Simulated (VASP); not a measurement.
# Y4N5 in VASP: further runs, part 2 of 2

VASP 6.6.1.

## 5. Single point, PBE

This run uses another cell than the first one, of 30.05 Å³/atom, 1.129 times its volume.

INCAR reads:

```
PREC = Accurate ; ENCUT = 460
EDIFF = 1E-7 ; ISMEAR = 1
SIGMA = 0.1 ; LREAL = False
LASPH = True ; NELM = 120
ALGO = Normal ; ISIF = 2
LWAVE = False ; LCHARG = False
LDIPOL = True ; IDIPOL = 3
DIPOL = 0.5 0.5 0.500 ; GGA = PE
NBANDS = 52 ; LVHAR = True
LVACPOTAV = True
```

KPOINTS reads:

```
Automatic mesh
0
Gamma
  14 14 1
```

POSCAR reads:

```
Y4N5
1.0
    3.4485597718      0.0000000000      0.0000000000
   -1.7242798859      2.9865403689      0.0000000000
    0.0000000000      0.0000000000     26.2629490514
N Y
5 4
Direct
    0.3333333333      0.6666666667      0.2855734132
    0.0000000000      0.0000000000      0.3927867066
    0.6666666667      0.3333333333      0.5000000000
    0.3333333333      0.6666666667      0.6072132934
    0.0000000000      0.0000000000      0.7144265868
    0.6666666667      0.3333333333      0.3391800599
    0.3333333333      0.6666666667      0.4463933533
    0.0000000000      0.0000000000      0.5536066467
    0.6666666667      0.3333333333      0.6608199401
```

Potentials or basis: VASP PAW PBE potentials, release 64 (N, Y_sv).

The run is started by

```console
> cat potpaw_PBE.64/N/POTCAR potpaw_PBE.64/Y_sv/POTCAR > POTCAR
> mpirun -np 1 vasp_std > vasp.out
```

OUTCAR:

```text
PREC = Accurate
   ENCUT = 460
   EDIFF = 1E-7
   ISMEAR = 1
   LREAL = False
   LASPH = True
   NELM = 120
   ISIF = 2
   GGA = PE

 Found     24 irreducible k-points:

 Following reciprocal coordinates:
            Coordinates               Weight
  0.000000  0.000000  0.000000      1.000000
  0.071429  0.000000  0.000000      6.000000
  0.142857  0.000000  0.000000      6.000000
  0.214286  0.000000  0.000000      6.000000
  0.285714  0.000000  0.000000      6.000000
  0.357143  0.000000  0.000000      6.000000
   k-points           NKPTS =     24   k-points in BZ     NKDIM =     24   number of bands    NBANDS=     52
   number of dos      NEDOS =    301   number of ions     NIONS =      9
   total plane-waves  NPLWV = 110592
   dimension x,y,z NGX =    24 NGY =   24 NGZ =  192
   dimension x,y,z NGXF=    48 NGYF=   48 NGZF=  384
   ions per type =               5   4
   NGX,Y,Z   is equivalent  to a cutoff of  11.57, 11.57, 12.15 a.u.
   NGXF,Y,Z  is equivalent  to a cutoff of  23.14, 23.14, 24.31 a.u.
 SYSTEM =  unknown system
   PREC   = accura    normal or accurate (medium, high low for compatibility)
   ISTART =      0    job   : 0-new  1-cont  2-samecut
   ICHARG =      2    charge: 1-file 2-atom 10-const
   ISPIN  =      1    spin polarized calculation?
   LNONCOLLINEAR =      F non collinear calculations
   LSORBIT =      F    spin-orbit coupling
   LASPH  =      T    aspherical Exc in radial PAW
   ENCUT  =  460.0 eV  33.81 Ry    5.81 a.u.   6.03  6.03 45.93*2*pi/ulx,y,z
   NELM   =    120;   NELMIN=  2; NELMDL= -5     # of ELM steps
   EDIFF  = 0.1E-06   stopping-criterion for ELM
   LREAL  =      F    real-space projection
   EDIFFG = 0.1E-05   stopping-criterion for IOM
   NSW    =      0    number of steps for IOM
   IBRION =     -1    ionic relax: 0-MD 1-quasi-New 2-CG
   NFREE  =      0    steps in history (QN), initial steepest desc. (CG)
   ISIF   =      2    stress and relaxation
   ISYM   =      2    0-nonsym 1-usesym 2-fastsym
   POTIM  = 0.5000    time-step for ionic-motion
   TEBEG  =    0.0;   TEEND  =   0.0 temperature during run
   PSTRESS=    0.0 pullay stress
   NELECT =      69.0000    total number of electrons
   NUPDOWN=      -1.0000    fix difference up-down
   EMIN   =  10.00;   EMAX   =-10.00  energy-range for DOS
   EFERMI =   0.00;   METHOD = LEGACY
   ISMEAR =     1;   SIGMA  =   0.10  broadening in eV -4-tet -1-fermi 0-gaus
   EFERMI_NEDOS =   21; number of points for ismear=-14 and -15
   IALGO  =     38    algorithm
   IMIX   =      4    mixing-type and parameters
     AMIX     =   0.40;   BMIX     =  1.00
     AMIX_MAG =   1.60;   BMIX_MAG =  1.00
  volume/ion in A,a.u.               =      30.05       202.82
  Fermi-wavevector in a.u.,A,eV,Ry     =   1.038264  1.962035 14.666986  1.077993
  Thomas-Fermi vector in A             =   2.172741
   LORBIT       =      0    0 simple, 1 ext, 2 COOP (PROOUT), +10 PAW based schemes
   GGA     = PE    functional components
   LHFCALC =     F    Hartree Fock is set to
   AEXX    =    0.0000 exact exchange contribution
   IVDW    =     0    specifies the selected vdW correction
   LEPSILON=     F    determine dielectric tensor
   LRPA    =     F    only Hartree local field effects (RPA)
 non-spin polarized calculation
 Methfessel and Paxton  Order N= 1 SIGMA  =   0.10
  energy-cutoff  :      460.00
  volume of cell :      270.49
 maximum number of plane-waves:      6154
   NGX = 13   NGY = 13   NGZ = 91

 dipolmoment           0.000000      0.000000     -0.000000 electrons x Angstroem

 number of electron      69.0000009 magnetization

 dipolmoment           0.000000      0.000000      0.000000 electrons x Angstroem

 Free energy of the ion-electron system (eV)
  ---------------------------------------------------
  ext. energy  EPLUGINS =         0.00000000
  ---------------------------------------------------
  free energy    TOTEN  =       -73.51250109 eV

  energy without entropy =      -73.49698515  energy(sigma->0) =      -73.50732911

 E-fermi :  -2.4354     XC(G=0):  -5.8628

 val. band max:       -2.4373886652   @ k =   0.2857   0.0000   0.0000
 cond. band min:      -2.4283140296   @ k =   0.2857   0.0714   0.0000
 fundamental gap:      0.0090746356
 Fermi energy:        -2.4353786657

 k-point     1 :       0.0000    0.0000    0.0000
  band No.  band energies     occupation
      1     -43.5103      2.00000
      2     -43.4488      2.00000
      3     -43.0715      2.00000
      4     -43.0711      2.00000
      5     -24.1601      2.00000
      6     -23.7199      2.00000
[... 38 lines left out ...]
     45       2.7778      0.00000
     46       2.7778      0.00000

 k-point     2 :       0.0714    0.0000    0.0000
  band No.  band energies     occupation
      1     -43.5055      2.00000
      2     -43.4454      2.00000
      3     -43.0676      2.00000
      4     -43.0673      2.00000
      5     -24.1413      2.00000
      6     -23.7157      2.00000
[... 38 lines left out ...]
     45       2.6669      0.00000
     46       2.8580      0.00000

 k-point     3 :       0.1429    0.0000    0.0000
  band No.  band energies     occupation
      1     -43.4920      2.00000
      2     -43.4359      2.00000
      3     -43.0567      2.00000
      4     -43.0564      2.00000
      5     -24.0881      2.00000
      6     -23.7143      2.00000
[... 38 lines left out ...]
     45       2.7815      0.00000
     46       3.0774      0.00000

 k-point     4 :       0.2143    0.0000    0.0000
  band No.  band energies     occupation
      1     -43.4721      2.00000
      2     -43.4224      2.00000
      3     -43.0409      2.00000
      4     -43.0407      2.00000
      5     -24.0127      2.00000
      6     -23.7599      2.00000
[... 38 lines left out ...]
     45       3.0948      0.00000
     46       3.1761      0.00000

 k-point     5 :       0.2857    0.0000    0.0000
  band No.  band energies     occupation
      1     -43.4493      2.00000
      2     -43.4080      2.00000
      3     -43.0233      2.00000
      4     -43.0232      2.00000
      5     -23.9660      2.00000
      6     -23.8646      2.00000
[... 38 lines left out ...]
     45       3.4512      0.00000
     46       3.5588      0.00000

 k-point     6 :       0.3571    0.0000    0.0000
  band No.  band energies     occupation
      1     -43.4278      2.00000
      2     -43.3958      2.00000
      3     -43.0074      2.00000
      4     -43.0073      2.00000
      5     -24.0797      2.00000
      6     -23.9162      2.00000
[... 38 lines left out ...]
     45       3.9580      0.00000
     46       4.0772      0.00000

 [... further k-points ...]

 [bands above 46 left out]

------------------------ aborting loop because EDIFF is reached ----------------------------------------

  FORCE on cell =-STRESS in cart. coord.  units (eV):
  Direction    XX          YY          ZZ          XY          YZ          ZX
  --------------------------------------------------------------------------------------
  -------------------------------------------------------------------------------------
  Total        0.3328777      0.3328777     -3.8430904      0.0000000      0.0000000      0.0000000
  in kB        1.9717220      1.9717220    -22.7636316      0.0000000      0.0000000      0.0000000
  external PRESSURE =      -6.2733959 kB  Pullay stress =       0.0000000 kB

 VOLUME and BASIS-vectors are now :
 -----------------------------------------------------------------------------
  energy-cutoff  :      460.00
  volume of cell :      270.49
      direct lattice vectors                 reciprocal lattice vectors
     3.448559772  0.000000000  0.000000000     0.289976125  0.167417794  0.000000000
    -1.724279886  2.986540369  0.000000000     0.000000000  0.334835588  0.000000000
     0.000000000  0.000000000 26.262949051     0.000000000  0.000000000  0.038076455

 POSITION                                       TOTAL-FORCE (eV/Angst)
 -----------------------------------------------------------------------------------
     -0.00000      1.99103      7.50000         0.000000      0.000000      1.844312
      0.00000      0.00000     10.31574         0.000000      0.000000      0.353262
      1.72428      0.99551     13.13147        -0.000000      0.000000      0.000000
     -0.00000      1.99103     15.94721        -0.000000      0.000000     -0.353262
      0.00000      0.00000     18.76295        -0.000000     -0.000000     -1.844312
      1.72428      0.99551      8.90787        -0.000000      0.000000     -2.263190
     -0.00000      1.99103     11.72361        -0.000000      0.000000     -0.093831
      0.00000      0.00000     14.53934         0.000000      0.000000      0.093831
      1.72428      0.99551     17.35508         0.000000     -0.000000      2.263190
 -----------------------------------------------------------------------------------
    total drift:                                0.000000     -0.000000      0.000000

  FREE ENERGIE OF THE ION-ELECTRON SYSTEM (eV)
  ---------------------------------------------------
  free  energy   TOTEN  =       -73.5125010908 eV

  energy  without entropy=      -73.4969851475  energy(sigma->0) =      -73.50732911

 vacuum level on the upper side and lower side of the slab         5.702         5.702
```

Run time: 7.2 min. Hardware: 1 thread of AMD EPYC 9R14 (Zen 4), shared host; peak memory 0.42 GiB.

The run converged, but some of its settings lie outside the range that counts as converged, so its numbers aren't taken as properties of the slab.

Results:

```yaml
Free_energy: -73.5125 eV
Largest_force: 2.263 eV/Å
Band_gap_on_the_k_mesh: none (metal or under the smearing width)
Work_function_of_the_upper_face: 8.14 eV
Work_function_of_the_lower_face: 8.14 eV
```

Caveat: the cutoff is under 1.25 times the usual one of these potentials, so pressure, stress and relaxed cells hold a basis-set (Pulay) error.
